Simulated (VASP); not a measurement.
A run of VASP 6.6.1 is set up as follows.

INCAR

```
PREC = Accurate
ENCUT = 520
EDIFF = 1E-7
ISMEAR = 0
SIGMA = 0.1
LREAL = F
LASPH = T
NELM = 80
ALGO = Normal
ISIF = 3
LWAVE = F
LCHARG = F
GGA = PE
IBRION = 2
NSW = 80
EDIFFG = -0.002
```

KPOINTS

```
Automatic mesh
0
Gamma
  24 24 24
```

File POSCAR:

```
TiC
1.0
    0.0000000000      2.1593000000      2.1593000000
    2.1593000000      0.0000000000      2.1593000000
    2.1593000000      2.1593000000      0.0000000000
Ti C
1 1
Direct
    0.0000000000      0.0000000000      0.0000000000
    0.5000000000      0.5000000000      0.5000000000
```

Potentials or basis: VASP PAW PBE potentials, release 64 (Ti_sv, C).

Run with:

```console
$ cat potpaw_PBE.64/Ti_sv/POTCAR potpaw_PBE.64/C/POTCAR > POTCAR
$ mpirun -np 1 vasp_std > vasp.out
```

**Question.** What does it give for the relaxed cell?

**Answer.** a = 3.065 Å, b = 3.065 Å, c = 3.065 Å, α = 60.00°, β = 60.00°, γ = 60.00°.

**Question.** What does it give for the relaxed volume?

**Answer.** 10.18 Å³/atom.

Final structure:
```xyz
2
Lattice="0.0000 2.1671 2.1671 2.1671 0.0000 2.1671 2.1671 2.1671 0.0000" Properties=species:S:1:pos:R:3 pbc="T T T"
Ti    0.0000    0.0000    0.0000
C     2.1671    2.1671    2.1671
```

PBE usually gives volumes a little too large and moduli too small. Zero-point motion and thermal expansion aren't in these numbers.
